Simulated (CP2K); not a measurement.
Crystal: SnO2 (Cassiterite).

```
Sn O
1.0
     4.73800    0.00000    0.00000
     0.00000    4.73800    0.00000
     0.00000    0.00000    3.18650
Sn O
2 4
Direct
  0.50000 0.50000 0.50000
  0.00000 0.00000 0.00000
  0.80710 0.19290 0.50000
  0.69290 0.69290 0.00000
  0.19290 0.80710 0.50000
  0.30710 0.30710 0.00000
```

```yaml
Program: CP2K 2026.2
Task: relaxation of cell and atoms
Functional: PBE
Potentials_or_basis: POTENTIAL_UZH Sn GTH-PBE-q4, O GTH-PBE-q6; TZVP-MOLOPT-PBE-GTH basis
Density_cutoff: 8163 eV
k_mesh: 6 × 6 × 8
Occupations: fermi-dirac, width 0.05 eV
Spin: no spin polarisation
```

At the start: pressure 14.2 GPa; volume 11.92 Å³/atom.

Task: How do energy, volume and symmetry change on relaxing?

Result: Over 14 steps the energy falls by 38.3 meV/atom and the volume is 12.83 Å³/atom (+7.6 %); space group P4_2/mnm (No. 136, to 0.05 Å).

Step by step:
```tsv
step	energy change (eV)	largest force (eV/Å)	volume (Å³)
1	0.0000	0.2963	71.53
2	-0.0853	0.1380	72.48
3	-0.2115	0.1883	75.55
4	-0.2177	0.1681	76.15
5	-0.2209	0.0987	76.51
6	-0.2236	0.0009	76.73
7	-0.2254	0.0797	76.78
8	-0.2267	0.1173	76.76
9	-0.2281	0.1167	76.76
10	-0.2294	0.0693	76.82
11	-0.2298	0.0158	76.91
12	-0.2299	0.0000	76.95
13	-0.2299	0.0003	76.96
14	-0.2299	0.0003	76.96
```

Final structure:
```
CELL_PARAMETERS angstrom
4.84333 0.00000 0.00000
0.00000 4.84333 0.00000
0.00000 0.00000 3.28074
ATOMIC_POSITIONS crystal
Sn 0.50000 0.50000 0.50000
Sn 0.00000 0.00000 0.00000
O 0.80688 0.19312 0.50000
O 0.69312 0.69312 0.00000
O 0.19312 0.80688 0.50000
O 0.30688 0.30688 0.00000
```

Caveat: the basis of atomic orbitals isn't converged, which shifts pressures, moduli and gaps.
